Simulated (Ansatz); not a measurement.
Ba (hcp): energy against volume

Computed with Ansatz, DFT, PBE, plane waves (420 eV) with PAW, scalar-relativistic.

The cell is scaled uniformly from the relaxed one, with fractional coordinates and shape fixed. Energies are extrapolated to zero smearing, pressures are those at the given smearing. Magnetic state: spin not included.

A Birch-Murnaghan fit gives V₀ = 63.44 Å³/atom, B₀ = 8.1 GPa, B₀′ = 2.7.

Question: What are the energy above the minimum and the pressure at 58.639 Å³/atom?

Answer: 10.1 meV/atom and 0.76 GPa as computed.

Question: What are the energy above the minimum and the pressure at 61.188 Å³/atom?

Answer: 2.1 meV/atom and 0.36 GPa as computed.

Question: What are the energy above the minimum and the pressure at 71.386 Å³/atom?

Answer: 21.8 meV/atom and -0.77 GPa as computed.
